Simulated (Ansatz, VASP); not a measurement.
**Cd: VASP beside Ansatz**

INCAR

```
PREC = Accurate
ENCUT = 520
EDIFF = 1E-6
ISMEAR = 0
SIGMA = 0.15
LREAL = F
LASPH = T
NELM = 80
ALGO = Fast
ISIF = 2
LWAVE = F
LCHARG = T
GGA = PS
LELF = T
LVHAR = T
NBANDS = 12
```

The input KPOINTS:

```
regular mesh
0
Gamma
  20 20 20
```

POSCAR

```
Cd
1.0
    0.0000000000      2.3416279180      1.9903837303
    2.3416279180      0.0000000000      1.9903837303
    2.3416279180      2.3416279180      0.0000000000
Cd
1
Direct
    0.0000000000      0.0000000000      0.0000000000
```

Input for Ansatz:

```yaml
crystal:
  lattice:
    - [0.0, 2.341627918, 1.9903837303]
    - [2.341627918, 0.0, 1.9903837303]
    - [2.341627918, 2.341627918, 0.0]
  atoms:
    - { symbol: Cd, position: [0.0, 0.0, 0.0] }
basis:
  ecutwfc: 420
kpoints:
  mp_grid: { grid: [20, 20, 20] }
hamiltonian:
  xc: pbesol
scf:
  occupations: { method: gaussian, width: 0.15 }
output:
  forces: true
  stress: true
  eigenvalues: true
```

Alike in both runs: task single point; functional PBEsol; k mesh 20 × 20 × 20; occupations gaussian, width 0.15 eV; no spin polarisation.

```csv
,VASP,Ansatz
version,VASP 6.6.1,Ansatz 0.2.0
potentials or method,"VASP PAW PBE potentials, release 64 (Cd)","scalar-relativistic, plane waves, PAW"
plane-wave cutoff (eV),520,420
valence electrons in the cell,12,20
```

|  | VASP | Ansatz | Ansatz less VASP |
| --- | --- | --- | --- |
| gap on the k mesh at the Fermi level (eV) | none | none | - |
| pressure (GPa) | -1.4 | -1.8 | -0.33 |
| largest component of the traceless stress (GPa) | 1.91 | 1.90 | -0.007 |

A gap of «none» marks a metal or a gap that the smearing closes. The two sets of potentials don't hold the same shells in valence.

Caveats: the PAW data sets were made with another functional, which shifts forces and pressure a little (VASP).
